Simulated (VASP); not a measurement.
Input of a VASP 6.6.1 run:

File POSCAR:

```
W
1.0
   -1.5924220126      1.5924220126      1.5924220126
    1.5924220126     -1.5924220126      1.5924220126
    1.5924220126      1.5924220126     -1.5924220126
  W
     1
Direct
     0.0000000000000000    0.0000000000000000    0.0000000000000000
```

The input INCAR.step1:

```
SYSTEM = W
PREC     = Accurate       ! precision mode
ENCUT    = 600            ! plane-wave cutoff, eV
EDIFF    = 1E-8           ! SCF threshold, eV
ISMEAR   = 1              ! smearing method
SIGMA    = 0.2            ! smearing width, eV
LREAL    = .False.        ! projectors in reciprocal space
LASPH    = .True.         ! aspherical terms in the spheres
NELM     = 100            ! most SCF steps
ALGO     = Normal         ! electronic algorithm
ISIF     = 3              ! what is computed and relaxed
LWAVE    = .False.        ! write WAVECAR
LCHARG   = .False.        ! write CHGCAR
GGA      = PE             ! functional
KPAR     = 4            
IBRION   = 2              ! ionic algorithm
NSW      = 40             ! ionic steps
EDIFFG   = -0.002         ! ionic threshold
```

The input INCAR.step2:

```
SYSTEM = W
PREC     = Accurate       ! precision mode
ENCUT    = 600            ! plane-wave cutoff, eV
EDIFF    = 1E-8           ! SCF threshold, eV
ISMEAR   = 1              ! smearing method
SIGMA    = 0.2            ! smearing width, eV
LREAL    = .False.        ! projectors in reciprocal space
LASPH    = .True.         ! aspherical terms in the spheres
NELM     = 100            ! most SCF steps
ALGO     = Normal         ! electronic algorithm
ISIF     = 3              ! what is computed and relaxed
LWAVE    = .False.        ! write WAVECAR
LCHARG   = .False.        ! write CHGCAR
GGA      = PE             ! functional
KPAR     = 4            
IBRION   = 6              ! ionic algorithm
NFREE    = 2            
POTIM    = 0.015          ! step
NSW      = 1              ! ionic steps
```

File KPOINTS:

```
regular mesh
0
Gamma
  16 16 16
  0 0 0
```

Potentials or basis: VASP PAW PBE potentials, release 64 (W_sv).

Launch:

```sh
$ cat potpaw_PBE.64/W_sv/POTCAR > POTCAR
$ cp INCAR.step1 INCAR
$ mpirun -np 4 vasp_std > vasp.out
$ cp CONTCAR POSCAR
$ cp INCAR.step2 INCAR
$ mpirun -np 4 vasp_std > vasp.out
```

Task: Predict the elastic constants C11, C12, C44.

Result: 499, 205, 129 GPa.

Task: Estimate the Voigt bulk modulus.

Result: 303 GPa.

Clamped-ion elastic tensor (GPa):
```
499 205 205   0   0   0
205 499 205   0   0   0
205 205 499   0   0   0
  0   0   0 129   0   0
  0   0   0   0 129   0
  0   0   0   0   0 129
```

The run has no spin-orbit coupling, so splittings on W are missing.
